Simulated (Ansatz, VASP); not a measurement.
# H3C12F: VASP beside Ansatz, part 2 of 2

Aim: how closely do two programs agree when they are given the same cell, functional and k mesh? The cell is taken from a series of runs on this material, whose earlier steps may have relaxed, scaled, displaced or heated it; both programs get it as it stands.

VASP 6.6.1 and Ansatz 0.2.0.

So far: Set-up; VASP: single point, PBE; Ansatz: single point, PBE.

**4. Differences**

Known differences besides the potentials themselves: the cutoff is 420 eV in Ansatz and 520 eV in VASP (PREC = Accurate, projectors in real space). Total energies have different zeros and are not compared.

Both answers:

```tsv
quantity	Ansatz	VASP	difference
gap on the k mesh (eV)	2.819	2.816	+0.003
```

Forces on 10 of the 32 atoms, those with the largest forces and the largest differences (eV/Å; atoms numbered as in POSCAR):

```tsv
atom	Ansatz x, y, z	VASP x, y, z
F1	0.000, 0.000, 0.002	0.000, -0.004, 0.324
F2	0.000, 0.000, 0.002	0.000, -0.004, 0.324
C10	0.000, 0.000, 0.007	0.000, 0.005, -0.283
C25	0.000, 0.000, -0.904	0.000, -0.001, -0.911
C26	0.000, 0.000, -0.904	0.000, -0.001, -0.911
C27	0.000, 0.000, -0.873	0.000, -0.001, -0.879
C28	0.000, 0.000, -0.873	0.000, -0.001, -0.879
C30	0.000, 0.001, 0.772	0.000, 0.001, 0.776
C31	0.000, -0.001, 0.777	0.000, -0.002, 0.781
C32	0.000, -0.001, 0.777	0.000, -0.002, 0.781
```

The forces differ by 63 meV/Å r.m.s., which is 25.1 % of the r.m.s. force of 0.251 eV/Å (both taken over all components). A gap on the mesh is an upper bound, since the band edges may lie between its points. Where the cell holds vacuum, a pressure given here is an average over it and none of the material.

**5. What came out**

| Item | Value |
| --- | --- |
| r.m.s. force difference (single point, PBE) | 25 % of the r.m.s. force |

In words: The r.m.s. force difference is 25 % of the r.m.s. force (single point, PBE), beyond the 3 % picked in this series as the mark of a large difference. What causes the difference of the single point, PBE pair stays open here. Such differences can come from data sets, numerical settings and the points named under the comparisons, not from the functional's error against experiment.

[Lines on the potential files, build, host, timing and source positions are cut from VASP's logs without a mark.]

[Logs are printed without paths, hosts, clocks, repeated set-up lines and the standing remarks that a program may print on its own settings, such as how far it seeks lower states.]

[Hosts, paths, dates, database ids (printed as entryN), source tags and the programs' standing remarks are cut or masked in the printed files.]
